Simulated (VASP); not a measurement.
Method: PBE GGA, VASP's PBE PAW potentials (set 64) (plane waves; VASP 6.6.1).

VASP ran on this input.

INCAR:
```
! general
SYSTEM   = CsI
PREC     = Accurate
ENCUT    = 400   ! plane-wave cut-off (eV)
LREAL    = .FALSE.   ! projection in real space or not
LASPH    = .TRUE.   ! aspherical one-centre terms

! electronic loop
EDIFF    = 1E-8
NELM     = 100
ALGO     = Normal   ! blocked Davidson
LMAXMIX  = 4   ! l cut-off of mixed one-centre charges

! smearing
ISMEAR   = 0   ! Gaussian
SIGMA    = 0.01   ! width (eV)

! functional
GGA      = PE   ! PBE

! ions
IBRION   = 8
NSW      = 1   ! most ionic steps

! output
LWAVE    = .FALSE.
LCHARG   = .FALSE.

! other
LEPSILON = .TRUE.
```

### KPOINTS
```
Automatic mesh
0
Gamma
6 6 6
0 0 0
```

POSCAR:
```
CsI
1
    4.6687845996     0.0000000000     0.0000000000
    0.0000000000     4.6687845996     0.0000000000
    0.0000000000     0.0000000000     4.6687845996
Cs I
1 1
Direct
  0.0000000000   0.0000000000   0.0000000000
  0.5000000000   0.5000000000   0.5000000000
```

POTCAR, in this order: Cs_sv I (PBE.64 set). Program: vasp_std.

The run wrote:

OUTCAR:
```
 ion  position               nearest neighbor table
   1  0.000  0.000  0.000-
   2  0.500  0.500  0.500-
  LATTYP: Found a simple cubic cell.
 ALAT       =     4.6687845996
 Subroutine PRICEL returns:
 Original cell was already a primitive cell.
 Subroutine GETGRP returns: Found 48 space group operations
The static configuration has the point symmetry O_h .
The dynamic configuration has the point symmetry O_h .
 Subroutine INISYM returns: Found 48 space group operations
 Subroutine IBZKPT returns following result:
 Found     20 irreducible k-points:

 Following reciprocal coordinates:
            Coordinates               Weight
  0.000000  0.000000  0.000000      1.000000
  0.166667  0.000000  0.000000      6.000000
  0.333333  0.000000  0.000000      6.000000
  0.500000  0.000000  0.000000      3.000000
  0.166667  0.166667  0.000000     12.000000
  0.333333  0.166667  0.000000     24.000000
  0.500000  0.166667  0.000000     12.000000
  0.333333  0.333333  0.000000     12.000000
  0.500000  0.333333  0.000000     12.000000
...
```

### OSZICAR
```
...
RMM:   1    -0.906846127369E+00   -0.90685E+00   -0.23545E+00   934   0.375E+00
RMM:   2    -0.906915287171E+00   -0.69160E-04   -0.22366E-02   841   0.702E-01
RMM:   3    -0.906996033619E+00   -0.80746E-04   -0.50293E-04   822   0.961E-02
RMM:   4    -0.906999834777E+00   -0.38012E-05   -0.20032E-05   866   0.171E-02
RMM:   5    -0.906999804500E+00    0.30277E-07   -0.14269E-06   842   0.389E-03
RMM:   6    -0.906999807706E+00   -0.32059E-08   -0.43660E-07   731   0.109E-03
RMM:   7    -0.906999808630E+00   -0.92416E-09   -0.39935E-07   583   0.608E-04
RMM:   8    -0.906999808106E+00    0.52368E-09   -0.38855E-07   509   0.508E-04
RMM:   9    -0.906999808195E+00   -0.88457E-10   -0.37990E-07   451   0.495E-04
RMM:  10    -0.906999808254E+00   -0.59422E-10   -0.29131E-07   442   0.494E-04
RMM:  11    -0.906999808617E+00   -0.36251E-09    0.48185E-07   433   0.494E-04
 Linear response to external field, progress :
  Direction:   1
       N       E                     dE             d eps       ncg     rms          rms(c)
RMM:   1    -0.715849162844E+00   -0.71585E+00   -0.16836E+00  1931   0.347E+00
RMM:   2    -0.713995102122E+00    0.18541E-02   -0.16208E-02  1682   0.629E-01    0.179E+00
RMM:   3    -0.645598038055E+00    0.68397E-01   -0.11308E-01  1596   0.162E+00    0.876E-01
RMM:   4    -0.677384603604E+00   -0.31787E-01   -0.11054E-01  1572   0.158E+00    0.208E-01
RMM:   5    -0.710760743627E+00   -0.33376E-01   -0.33645E-03  1577   0.437E-01    0.372E-02
RMM:   6    -0.712634940113E+00   -0.18742E-02   -0.95452E-05  1701   0.591E-02    0.268E-02
RMM:   7    -0.713667852046E+00   -0.10329E-02   -0.22081E-05  1653   0.338E-02    0.101E-02
RMM:   8    -0.714231879366E+00   -0.56403E-03   -0.50946E-06  1626   0.146E-02    0.341E-03
RMM:   9    -0.714267442258E+00   -0.35563E-04   -0.14276E-06  1716   0.664E-03    0.132E-03
RMM:  10    -0.714262519480E+00    0.49228E-05   -0.38040E-07  1759   0.142E-03    0.225E-04
RMM:  11    -0.714264348863E+00   -0.18294E-05   -0.36501E-07  1776   0.913E-04    0.103E-04
RMM:  12    -0.714260818065E+00    0.35308E-05   -0.36559E-07  1390   0.438E-04    0.171E-05
RMM:  13    -0.714261157314E+00   -0.33925E-06   -0.56444E-07  1247   0.412E-04    0.634E-06
 Linear response to external field, progress :
  Direction:   2
       N       E                     dE             d eps       ncg     rms          rms(c)
RMM:   1    -0.715857672538E+00   -0.71586E+00   -0.16837E+00  1931   0.347E+00
RMM:   2    -0.713995539147E+00    0.18621E-02   -0.16207E-02  1679   0.629E-01    0.179E+00
RMM:   3    -0.645589630739E+00    0.68406E-01   -0.11313E-01  1593   0.162E+00    0.876E-01
RMM:   4    -0.677405394338E+00   -0.31816E-01   -0.11083E-01  1571   0.158E+00    0.208E-01
RMM:   5    -0.710697602733E+00   -0.33292E-01   -0.33648E-03  1575   0.437E-01    0.377E-02
RMM:   6    -0.712639031547E+00   -0.19414E-02   -0.96429E-05  1696   0.594E-02    0.272E-02
RMM:   7    -0.713668644958E+00   -0.10296E-02   -0.22225E-05  1642   0.340E-02    0.101E-02
RMM:   8    -0.714230261250E+00   -0.56162E-03   -0.47647E-06  1635   0.146E-02    0.341E-03
RMM:   9    -0.714267718723E+00   -0.37457E-04   -0.10488E-06  1709   0.662E-03    0.136E-03
RMM:  10    -0.714262554783E+00    0.51639E-05    0.24966E-08  1766   0.142E-03    0.230E-04
RMM:  11    -0.714264414313E+00   -0.18595E-05    0.55323E-08  1776   0.922E-04    0.106E-04
RMM:  12    -0.714260862532E+00    0.35518E-05    0.73150E-08  1397   0.441E-04    0.174E-05
RMM:  13    -0.714261156070E+00   -0.29354E-06    0.75837E-07  1223   0.414E-04    0.552E-06
 Linear response to external field, progress :
  Direction:   3
       N       E                     dE             d eps       ncg     rms          rms(c)
RMM:   1    -0.715807405020E+00   -0.71581E+00   -0.16832E+00  1929   0.347E+00
RMM:   2    -0.713994308162E+00    0.18131E-02   -0.16409E-02  1679   0.631E-01    0.179E+00
RMM:   3    -0.645600882879E+00    0.68393E-01   -0.11311E-01  1594   0.162E+00    0.876E-01
RMM:   4    -0.677388638036E+00   -0.31788E-01   -0.11058E-01  1570   0.158E+00    0.208E-01
RMM:   5    -0.710749231786E+00   -0.33361E-01   -0.33659E-03  1580   0.437E-01    0.371E-02
RMM:   6    -0.712632594735E+00   -0.18834E-02   -0.96209E-05  1701   0.593E-02    0.267E-02
RMM:   7    -0.713664825937E+00   -0.10322E-02   -0.21977E-05  1651   0.337E-02    0.102E-02
RMM:   8    -0.714231551430E+00   -0.56673E-03   -0.51157E-06  1632   0.147E-02    0.340E-03
RMM:   9    -0.714267225344E+00   -0.35674E-04   -0.14370E-06  1711   0.666E-03    0.132E-03
RMM:  10    -0.714262751876E+00    0.44735E-05   -0.38487E-07  1753   0.142E-03    0.233E-04
RMM:  11    -0.714264373928E+00   -0.16221E-05   -0.38246E-07  1767   0.925E-04    0.105E-04
RMM:  12    -0.714260807770E+00    0.35662E-05   -0.40400E-07  1394   0.438E-04    0.176E-05
RMM:  13    -0.714261138722E+00   -0.33095E-06    0.30493E-07  1246   0.412E-04    0.624E-06
 Linear response DOF=           2
 Linear response progress:
  Degree of freedom:   1/  2
       N       E                     dE             d eps       ncg     rms          rms(c)
RMM:   1    -0.186454905260E+00   -0.18645E+00    0.97313E-02  1716   0.195E+00
RMM:   2    -0.188776327392E+00   -0.23214E-02   -0.27308E-03  1494   0.332E-01    0.152E-02
RMM:   3    -0.188940139940E+00   -0.16381E-03   -0.48142E-05  1699   0.491E-02    0.779E-03
RMM:   4    -0.188987816798E+00   -0.47677E-04   -0.96119E-06  1711   0.199E-02    0.178E-03
RMM:   5    -0.188990619671E+00   -0.28029E-05   -0.45383E-07  1659   0.425E-03    0.670E-04
RMM:   6    -0.188986447646E+00    0.41720E-05   -0.48197E-08  1713   0.137E-03    0.219E-04
RMM:   7    -0.188981727825E+00    0.47198E-05   -0.18508E-08  1679   0.461E-04    0.256E-05
RMM:   8    -0.188981784428E+00   -0.56603E-07   -0.16241E-08  1812   0.147E-04    0.151E-05
RMM:   9    -0.188981727997E+00    0.56431E-07   -0.16264E-08  1701   0.120E-04    0.319E-06
RMM:  10    -0.188981716306E+00    0.11691E-07   -0.16844E-08  1764   0.931E-05    0.175E-06
RMM:  11    -0.188981707541E+00    0.87648E-08   -0.17230E-08  1636   0.931E-05    0.414E-07
 Linear response progress:
  Degree of freedom:   2/  2
       N       E                     dE             d eps       ncg     rms          rms(c)
RMM:   1    -0.862439169893E-01   -0.86244E-01    0.60844E-02  1940   0.110E+00
RMM:   2    -0.862084813250E-01    0.35436E-04   -0.22695E-03  1558   0.240E-01    0.310E-02
RMM:   3    -0.865007961537E-01   -0.29231E-03   -0.15743E-04  1597   0.593E-02    0.221E-02
RMM:   4    -0.868240088538E-01   -0.32321E-03   -0.43778E-05  1577   0.329E-02    0.599E-03
RMM:   5    -0.869067703384E-01   -0.82761E-04   -0.32921E-06  1657   0.112E-02    0.389E-03
RMM:   6    -0.869073253562E-01   -0.55502E-06   -0.75462E-07  1519   0.600E-03    0.962E-04
RMM:   7    -0.869125455804E-01   -0.52202E-05   -0.78607E-08  1564   0.177E-03    0.212E-04
RMM:   8    -0.869090055901E-01    0.35400E-05   -0.12909E-08  1716   0.420E-04    0.119E-04
RMM:   9    -0.869083342413E-01    0.67135E-06   -0.13638E-08  1641   0.267E-04    0.554E-05
RMM:  10    -0.869085821435E-01   -0.24790E-06   -0.27724E-08  1785   0.113E-04    0.232E-05
RMM:  11    -0.869087030997E-01   -0.12096E-06   -0.53235E-09  1785   0.956E-05    0.508E-06
RMM:  12    -0.869087118598E-01   -0.87602E-08   -0.47320E-08  1624   0.810E-05    0.557E-06
 Linear response finished
```

### OUTCAR
```
------------------------ aborting loop because EDIFF is reached ----------------------------------------

 HEAD OF MICROSCOPIC STATIC DIELECTRIC TENSOR (INDEPENDENT PARTICLE, excluding Hartree and local field effects)
 ------------------------------------------------------
           3.539275     0.000000     0.000000
           0.000000     3.539275     0.000000
          -0.000000     0.000000     3.539275
 ------------------------------------------------------

 MACROSCOPIC STATIC DIELECTRIC TENSOR (including local field effects in DFT)
 ------------------------------------------------------
           3.199324     0.000000     0.000000
           0.000000     3.199324    -0.000000
          -0.000000     0.000000     3.199324
 ------------------------------------------------------

 PIEZOELECTRIC TENSOR (including local field effects)  for field in x, y, z        (e  Angst)
          XX          YY          ZZ          XY          YZ          ZX
  --------------------------------------------------------------------------------
  x     0.00000     0.00000     0.00000     0.00000     0.00000     0.00000
  y     0.00000     0.00000     0.00000     0.00000     0.00000     0.00000
  z     0.00000     0.00000     0.00000     0.00000     0.00000     0.00000

 PIEZOELECTRIC TENSOR (including local field effects)  for field in x, y, z        (C/m^2)
          XX          YY          ZZ          XY          YZ          ZX
  --------------------------------------------------------------------------------
  x     0.00000     0.00000     0.00000     0.00000     0.00000     0.00000
  y     0.00000     0.00000     0.00000     0.00000     0.00000     0.00000
  z     0.00000     0.00000     0.00000     0.00000     0.00000     0.00000

 BORN EFFECTIVE CHARGES (including local field effects) (in |e|, cummulative output)
 ---------------------------------------------------------------------------------
 ion    1
    1     1.32388     0.00000    -0.00000
    2    -0.00000     1.32388     0.00000
    3     0.00000     0.00000     1.32388
 ion    2
    1    -1.32388    -0.00000     0.00000
    2     0.00000    -1.32388     0.00000
    3    -0.00000     0.00000    -1.32388

   1 f  =    1.399746 THz     8.794864 2PiTHz   46.690502 cm-1     5.788882 meV
             X         Y         Z           dx          dy          dz
      0.000000  0.000000  0.000000    -0.000000   -0.701835    0.000000
      2.334392  2.334392  2.334392    -0.000000    0.712340    0.000000

   2 f  =    1.399746 THz     8.794864 2PiTHz   46.690502 cm-1     5.788882 meV
             X         Y         Z           dx          dy          dz
      0.000000  0.000000  0.000000     0.701835    0.000000    0.000000
      2.334392  2.334392  2.334392    -0.712340    0.000000    0.000000

   3 f  =    1.399746 THz     8.794864 2PiTHz   46.690502 cm-1     5.788882 meV
             X         Y         Z           dx          dy          dz
      0.000000  0.000000  0.000000     0.000000   -0.000000   -0.701835
      2.334392  2.334392  2.334392    -0.000000    0.000000    0.712340

   4 f/i=    0.005756 THz     0.036168 2PiTHz    0.192011 cm-1     0.023806 meV
             X         Y         Z           dx          dy          dz
      0.000000  0.000000  0.000000    -0.000000   -0.712340    0.000000
      2.334392  2.334392  2.334392    -0.000000   -0.701835    0.000000

   5 f/i=    0.005756 THz     0.036168 2PiTHz    0.192011 cm-1     0.023806 meV
             X         Y         Z           dx          dy          dz
      0.000000  0.000000  0.000000    -0.000000    0.000000    0.712340
      2.334392  2.334392  2.334392     0.000000    0.000000    0.701835

   6 f/i=    0.005756 THz     0.036168 2PiTHz    0.192011 cm-1     0.023806 meV
             X         Y         Z           dx          dy          dz
      0.000000  0.000000  0.000000    -0.712340    0.000000   -0.000000
      2.334392  2.334392  2.334392    -0.701835   -0.000000    0.000000

 MACROSCOPIC STATIC DIELECTRIC TENSOR IONIC CONTRIBUTION
 ------------------------------------------------------
           5.987026     0.000000     0.000000
           0.000000     5.987026     0.000000
           0.000000     0.000000     5.987026
 ------------------------------------------------------

 ELASTIC MODULI CONTR FROM IONIC RELAXATION (kBar)
 Direction    XX          YY          ZZ          XY          YZ          ZX
 --------------------------------------------------------------------------------
 XX           0.0000      0.0000      0.0000      0.0000      0.0000      0.0000
 YY           0.0000      0.0000      0.0000      0.0000      0.0000      0.0000
 ZZ           0.0000      0.0000      0.0000      0.0000      0.0000      0.0000
 XY           0.0000      0.0000      0.0000      0.0000      0.0000      0.0000
 YZ           0.0000      0.0000      0.0000      0.0000      0.0000      0.0000
 ZX           0.0000      0.0000      0.0000      0.0000      0.0000      0.0000
 --------------------------------------------------------------------------------

 PIEZOELECTRIC TENSOR IONIC CONTR  for field in x, y, z        (C/m^2)
          XX          YY          ZZ          XY          YZ          ZX
  --------------------------------------------------------------------------------
  x     0.00000     0.00000     0.00000     0.00000     0.00000     0.00000
  y     0.00000     0.00000     0.00000     0.00000     0.00000     0.00000
  z     0.00000     0.00000     0.00000     0.00000     0.00000     0.00000
```
(Selected blocks of OUTCAR.)

OUTCAR:
```
 val. band max:        0.4354141857   @ k =   0.5000   0.5000   0.0000

 cond. band min:       4.1066673341   @ k =   0.0000   0.0000   0.0000


 Fermi energy:         0.5186692259

 k-point     1 :       0.0000    0.0000    0.0000
  band No.  band energies     occupation
      1     -20.0444      2.00000
      2     -10.1246      2.00000
      3      -6.7541      2.00000
      4      -6.7541      2.00000
      5      -6.7541      2.00000
      6       0.3389      2.00000
      7       0.3389      2.00000
      8       0.3389      2.00000
      9       4.1067      0.00000
     10       4.7065      0.00000
     11       4.7065      0.00000
     12       8.0504      0.00000

 k-point     2 :       0.1667    0.0000    0.0000
  band No.  band energies     occupation
      1     -20.0399      2.00000
      2     -10.1242      2.00000
      3      -6.7901      2.00000
      4      -6.7422      2.00000
      5      -6.7422      2.00000
      6      -0.0769      2.00000
      7       0.3116      2.00000
      8       0.3116      2.00000
      9       4.6581      0.00000
     10       4.8631      0.00000
     11       5.2383      0.00000
     12       7.9738      0.00000

 k-point     3 :       0.3333    0.0000    0.0000
  band No.  band energies     occupation
      1     -20.0309      2.00000
      2     -10.1250      2.00000
      3      -6.8539      2.00000
      4      -6.7180      2.00000
      5      -6.7180      2.00000
      6      -0.7096      2.00000
      7       0.2551      2.00000
      8       0.2551      2.00000
      9       5.2903      0.00000
     10       5.7845      0.00000
     11       6.3815      0.00000
     12       7.9711      0.00000

 k-point     4 :       0.5000    0.0000    0.0000
  band No.  band energies     occupation
      1     -20.0263      2.00000
      2     -10.1262      2.00000
      3      -6.8817      2.00000
      4      -6.7058      2.00000
      5      -6.7058      2.00000
      6      -0.9715      2.00000
...
```

Unless said otherwise, spin-orbit coupling is left out, though it shifts the bands of the heavy elements here.

The compound is CsI in the CsCl type structure. It was relaxed first, which changed the volume by +7 %.
